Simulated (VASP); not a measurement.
# GaP (F-43m) in VASP: elastic constants with PBEsol

Aim: the elastic constants of GaP with PBEsol.

Everything below comes from runs of VASP 6.6.1. Logs are shortened: lines on timing, memory, paths and dates and some standing lists are left out, and cuts for length are marked.

### Step 1. The structure

Symmetry: F-43m, No. 216, cubic system. Conventional cell: a = 5.438 Å, b = 5.438 Å, c = 5.438 Å, α = 90.00°, β = 90.00°, γ = 90.00°. Ga (site symmetry -43m) is surrounded by 4 P at 2.35 Å. P (site symmetry -43m) has 4 Ga at 2.35 Å as nearest neighbours.

### Step 2. Elastic constants, PBEsol

The input, INCAR:

```
PREC = Accurate ; ENCUT = 600
EDIFF = 1E-8 ; ISMEAR = 0
SIGMA = 0.01 ; LREAL = False
LASPH = True ; NELM = 100
ALGO = Fast ; ISIF = 3
LWAVE = False ; LCHARG = False
GGA = PS ; IBRION = 6
NFREE = 2 ; POTIM = 0.015
NSW = 1
```

The input, KPOINTS:

```
Automatic mesh
0
Gamma
  8 8 8
```

The input, POSCAR:

```
GaP
1.0
    0.0000000000      2.7192251075      2.7192251075
    2.7192251075      0.0000000000      2.7192251075
    2.7192251075      2.7192251075      0.0000000000
Ga P
1 1
Direct
    0.0000000000      0.0000000000      0.0000000000
    0.2500000000      0.2500000000      0.2500000000
```

Potentials or basis: VASP PAW PBE potentials, release 64 (Ga_d, P).

The run is started by

```sh
cat potpaw_PBE.64/Ga_d/POTCAR potpaw_PBE.64/P/POTCAR > POTCAR
mpirun -np 1 vasp_std > vasp.out
```

OUTCAR:

```text
PREC = Accurate
   ENCUT = 600
   EDIFF = 1E-8
   ISMEAR = 0
   LREAL = False
   LASPH = True
   NELM = 100
   ISIF = 3
   GGA = PS
   IBRION = 6
   NFREE = 2
   POTIM = 0.015
   NSW = 1

 ion  position               nearest neighbor table
   1  0.000  0.000  0.000-   2 2.35   2 2.35   2 2.35   2 2.35
   2  0.250  0.250  0.250-   1 2.35   1 2.35   1 2.35   1 2.35

  LATTYP: Found a face centered cubic cell.
 ALAT       =     5.4384502150

  Lattice vectors:

 A1 = (   0.0000000000,   2.7192251075,   2.7192251075)
 A2 = (   2.7192251075,   0.0000000000,   2.7192251075)
 A3 = (   2.7192251075,   2.7192251075,   0.0000000000)

Analysis of symmetry for initial positions (statically):
=====================================================================
 Subroutine PRICEL returns:
 Original cell was already a primitive cell.

 Routine SETGRP: Setting up the symmetry group for a
 face centered cubic supercell.

 Subroutine GETGRP returns: Found 24 space group operations
 (whereof 24 operations were pure point group operations)
 out of a pool of 48 trial point group operations.

The static configuration has the point symmetry T_d .

Analysis of symmetry for dynamics (positions and initial velocities):
=====================================================================
 Subroutine PRICEL returns:
 Original cell was already a primitive cell.

 Routine SETGRP: Setting up the symmetry group for a
 face centered cubic supercell.

 Subroutine GETGRP returns: Found 24 space group operations
 (whereof 24 operations were pure point group operations)
 out of a pool of 48 trial point group operations.

The dynamic configuration has the point symmetry T_d .

 Subroutine INISYM returns: Found 24 space group operations
 (whereof 24 operations are pure point group operations),
 and found     1 'primitive' translations

----------------------------------------------------------------------------------------

                                     Primitive cell

  volume of cell :      40.2129

[... 720 lines left out ...]
  ---------------------------------------------------
  free energy    TOTEN  =        -9.91997997 eV

  energy without entropy =       -9.91997997  energy(sigma->0) =       -9.91997997

 E-fermi :   4.7539     XC(G=0): -10.0512

 val. band max:        4.6818449639   @ k =   0.0000   0.0000   0.0000
 cond. band min:       6.1326884624   @ k =   0.0000   0.5000   0.5000
 fundamental gap:      1.4508434984
 Fermi energy:         4.7539030319

 k-point     1 :       0.0000    0.0000    0.0000
  band No.  band energies     occupation
      1      -9.9192      2.00000
      2      -9.9172      2.00000
      3      -9.9147      2.00000
      4      -9.8142      2.00000
      5      -9.8141      2.00000
      6      -7.9377      2.00000
      7       4.5902      2.00000
      8       4.6371      2.00000
      9       4.6818      2.00000
     10       6.4416      0.00000
     11       8.4363      0.00000
     12       8.4611      0.00000
     13       8.4882      0.00000
[... 397 lines left out ...]
  FREE ENERGIE OF THE ION-ELECTRON SYSTEM (eV)
  ---------------------------------------------------
  free  energy   TOTEN  =        -9.9199799663 eV

  energy  without entropy=       -9.9199799663  energy(sigma->0) =       -9.91997997

 INTERNAL STRAIN TENSORS FROM STRAINED CELLS
 ============================================

 INTERNAL STRAIN TENSOR FOR ION    1 for displacements in x,y,z  (eV/Angst):
          X           Y           Z          XY          YZ          ZX
  --------------------------------------------------------------------------------
  x     0.00000     0.00000    -0.00000     0.00000     7.60303     0.00000
  y     0.00000     0.00000     0.00000     0.00000    -0.00000     7.60316
  z    -0.00000     0.00000    -0.00000     7.60469    -0.00000     0.00000

 INTERNAL STRAIN TENSORS FROM DISPLACED ATOMS
 ============================================

 INTERNAL STRAIN TENSOR FOR ION    1 for displacements in x,y,z  (eV/Angst):
          X           Y           Z          XY          YZ          ZX
  --------------------------------------------------------------------------------
  x     0.00000     0.00000     0.00000     0.00000     7.59724     0.00000
  y    -0.00000     0.00000    -0.00000     0.00000     0.00000     7.59724
  z     0.00000     0.00000     0.00000     7.59724     0.00000     0.00000

 INTERNAL STRAIN TENSOR FOR ION    2 for displacements in x,y,z  (eV/Angst):
          X           Y           Z          XY          YZ          ZX
  --------------------------------------------------------------------------------
  x     0.00000     0.00000     0.00000     0.00000    -7.57830     0.00000
  y     0.00000     0.00000     0.00000     0.00000     0.00000    -7.57830
  z     0.00000     0.00000     0.00000    -7.57830     0.00000     0.00000

 Eigenvectors and eigenvalues of the dynamical matrix
 ----------------------------------------------------

   1 f  =   10.663255 THz    66.999205 2PiTHz  355.687887 cm-1    44.099658 meV
             X         Y         Z           dx          dy          dz
      0.000000  0.000000  0.000000     0.554861   -0.000000    0.000000
      1.359613  1.359613  1.359613    -0.831943    0.000000    0.000000
[... 21 lines left out ...]
   6 f/i=    0.003173 THz     0.019940 2PiTHz    0.105856 cm-1     0.013124 meV
             X         Y         Z           dx          dy          dz
      0.000000  0.000000  0.000000     0.078627   -0.818928   -0.123708
      1.359613  1.359613  1.359613     0.052440   -0.546181   -0.082506

--------------------------------------------------------------------------------------------------------

 ELASTIC MODULI CONTR FROM IONIC RELAXATION (kBar)
 Direction    XX          YY          ZZ          XY          YZ          ZX
 --------------------------------------------------------------------------------
 XX          -0.0000     -0.0000     -0.0000      0.0000      0.0000      0.0000
 YY          -0.0000     -0.0000     -0.0000      0.0000      0.0000      0.0000
 ZZ          -0.0000     -0.0000     -0.0000      0.0000      0.0000      0.0000
 XY           0.0000      0.0000      0.0000   -229.8431     -0.0000     -0.0000
 YZ           0.0000      0.0000      0.0000     -0.0000   -229.8431      0.0000
 ZX           0.0000      0.0000      0.0000     -0.0000      0.0000   -229.8431
 --------------------------------------------------------------------------------

 TOTAL ELASTIC MODULI (kBar)
 Direction    XX          YY          ZZ          XY          YZ          ZX
 --------------------------------------------------------------------------------
 XX        1331.0264    583.2926    583.2926      0.0000      0.0000     -0.0000
 YY         583.2926   1331.0264    583.2926      0.0000      0.0000     -0.0000
 ZZ         583.2926    583.2926   1331.0264     -0.0000      0.0000     -0.0000
 XY           0.0000      0.0000     -0.0000    677.6782     -0.0000     -0.0000
 YZ           0.0000      0.0000      0.0000     -0.0000    677.6782      0.0000
 ZX          -0.0000     -0.0000     -0.0000     -0.0000      0.0000    677.6782
 --------------------------------------------------------------------------------
```

OSZICAR:

```text
N       E                     dE             d eps       ncg     rms          rms(c)
DAV:   1     0.838754217284E+02    0.83875E+02   -0.10209E+04   770   0.216E+03
DAV:   2    -0.344085167921E+01   -0.87316E+02   -0.84417E+02   824   0.354E+02
DAV:   3    -0.100781981672E+02   -0.66373E+01   -0.66070E+01   929   0.784E+01
[... 235 lines left out ...]
RMM:   6    -0.991997951605E+01   -0.16766E-05   -0.17747E-05  3514   0.308E-02    0.214E-03
RMM:   7    -0.991997983576E+01   -0.31971E-06   -0.34759E-06  3051   0.139E-02    0.126E-03
RMM:   8    -0.991997994295E+01   -0.10719E-06   -0.12429E-06  2660   0.719E-03    0.647E-04
RMM:   9    -0.991997996251E+01   -0.19561E-07   -0.25271E-07  2450   0.366E-03    0.547E-04
RMM:  10    -0.991997996626E+01   -0.37530E-08   -0.75117E-08  2176   0.201E-03
  17 F= -.99199800E+01 E0= -.99199800E+01  d E =-.310456E-27
```

It took 14 min on 1 thread of Intel Xeon Platinum 8488C (Sapphire Rapids), shared host; peak memory 0.32 GiB.

What came out:

```yaml
Elastic_constants_C11_C12_C44: 133, 58, 68 GPa
Voigt_bulk_modulus: 83 GPa
Highest_phonon_frequency_at_Γ_LO-TO_splitting_left_out: 356 cm⁻¹
```

Phonon frequencies in cm⁻¹ (negative: imaginary):
```csv
q point,frequencies
"(0.000, 0.000, 0.000)",0 0 0 356 356 356
```

Elastic tensor in Voigt notation (GPa, in the Cartesian axes of the cell as first typed):
```
133  58  58   0   0   0
 58 133  58   0   0   0
 58  58 133   0   0   0
  0   0   0  68   0   0
  0   0   0   0  68   0
  0   0   0   0   0  68
```

Clamped-ion elastic tensor (GPa):
```
133  58  58   0   0   0
 58 133  58   0   0   0
 58  58 133   0   0   0
  0   0   0  91   0   0
  0   0   0   0  91   0
  0   0   0   0   0  91
```

Caveat: the PAW data sets were made with another functional, which shifts forces and pressure a little.
